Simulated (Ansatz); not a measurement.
# A run on AlNi₃ that went wrong

Someone meant to compute AlNi₃ with r2SCAN, plane waves and PAW in Ansatz and wrote this input. Its settings were carried over from an input for a code that works in rydberg.

```yaml
crystal:
  lattice:
    - [0.0, 2.8018887551, 2.8018887551]
    - [2.8018887551, 0.0, 2.8018887551]
    - [2.8018887551, 2.8018887551, 0.0]
  atoms:
    - { symbol: Al, position: [0.5, 0.5, 0.5] }
    - { symbol: Ni, position: [0.25, 0.25, 0.25] }
    - { symbol: Ni, position: [0.0, 0.0, 0.0] }
    - { symbol: Ni, position: [0.75, 0.75, 0.75] }
basis:
  ecutwfc: 25
kpoints:
  mp_grid: { grid: [14, 14, 14] }
hamiltonian:
  xc: r2scan
scf:
  occupations: { method: gaussian, width: 0.1 }
  max_iter: 69
output:
  forces: true
  stress: true
  eigenvalues: true
```

Command:

```bash
ansatz run input.yaml --threads 1 --pin off --max-ram 2560MiB --backend cpu --events-out ev --progress --plain --runs-dir out
```

From the log:

```text
Error: inconsistent input (basis.ecutwfc, kpoints): the smallest per-k basis holds n_pw = 10 plane waves (k-point 53, counted from 0 among those solved) but the deck needs at least 30 band(s) per channel, and no run solves more bands than the smallest per-k basis has plane waves; raise basis.ecutwfc until the smallest per-k basis, which caps the automatic band count, holds at least 30 plane waves
```

Question: What is wrong, and how is it cured?

Answer: The fault is a cutoff meant in rydberg typed as eV. A bare number is read in eV; 1 Ry is 13.606 eV. The cure is a cutoff in eV, here the recommended one.

The change to the input (which also takes the iteration limit and starting moments of the reference run):

```diff
 crystal:
   atoms:
-    - { symbol: Ni, position: [0.0, 0.0, 0.0] }
+    - { symbol: Ni, position: [0.0, 0.0, 0.0], spin: 0.13 }
 basis:
-  ecutwfc: 25
+  ecutwfc: 500
 scf:
-  max_iter: 69
+magnetization:
+  spin_polarized: true
```

With the mended input the run converges and gives a pressure of -0.01 GPa, no gap.

The mended run took 8.2 min on 1 thread of Intel(R) Xeon(R) Processor @ 2.50GHz (Skylake/Cascade Lake), with other jobs on the host, peak memory 0.74 GiB.